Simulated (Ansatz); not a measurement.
# AlCo: the cost of one run

Program: Ansatz 0.2.0. Level of theory: DFT PBE, scalar-relativistic, plane waves, PAW. These are calculated values, not measurements.

## (1) The starting structure

Symmetry: Fm-3m, No. 225, cubic system. Conventional cell: a = 4.788 Å, b = 4.788 Å, c = 4.788 Å, α = 90.00°, β = 90.00°, γ = 90.00°. Around Al (site symmetry m-3m) lie 6 Co at 2.39 Å. Around Co (site symmetry m-3m) lie 6 Al at 2.39 Å.

Coordinates:

```
Al Co
1.0
     0.00000    2.39409    2.39409
     2.39409    0.00000    2.39409
     2.39409    2.39409    0.00000
Al Co
1 1
Direct
  0.00000 0.00000 0.00000
  0.50000 0.50000 0.50000
```

It is the end of an earlier relaxation with the same method, from a generated guess; it is a trial structure. At a tolerance of 0.05 Å it has space group Fm-3m (No. 225); it has 13.72 Å³/atom, an uncorrected energy of +0.25 eV/atom over the elements.

## (2) Bands, states and charges

input.yaml reads:

```yaml
crystal:
  lattice:
    - [0.0, 2.3940856768, 2.3940856768]
    - [2.3940856768, 0.0, 2.3940856768]
    - [2.3940856768, 2.3940856768, 0.0]
  atoms:
    - { symbol: Al, position: [0.0, 0.0, 0.0] }
    - { symbol: Co, position: [0.5, 0.5, 0.5] }
basis:
  ecutwfc: 420
kpoints:
  mp_grid: { grid: [20, 20, 20] }
  band_path:
    path:
      - [[0.0, 0.0, 0.0], [0.5, 0.0, 0.5], [0.625, 0.25, 0.625]]
      - [[0.375, 0.375, 0.75], [0.0, 0.0, 0.0], [0.5, 0.5, 0.5], [0.5, 0.25, 0.75], [0.5, 0.0, 0.5]]
    npoints: 14
hamiltonian:
  xc: pbe
scf:
  occupations: { method: gaussian, width: 0.1 }
  n_extra_bands: 6
output:
  forces: true
  stress: true
  eigenvalues: true
  populations: true
  dos: { projected: true, de: 0.02, nscf_kmesh: { grid: [24, 24, 24] } }
  bader: true
  write_density: true
  write_potential: true
  elf: true
  volumetric_format: npy
checkpoint:
  read: start.run
  write: ck
  compress: false
  write_wavefunctions: false
  write_every: 100000
```

On the command line:

```
> ansatz run input.yaml --threads 1 --pin off --max-ram 2560MiB --backend cpu --events-out ev --progress --plain --runs-dir out
```

What time and memory should one allow on 1 thread of Arm Neoverse V2, shared host?

About 22 s, with a peak of 0.38 GiB.
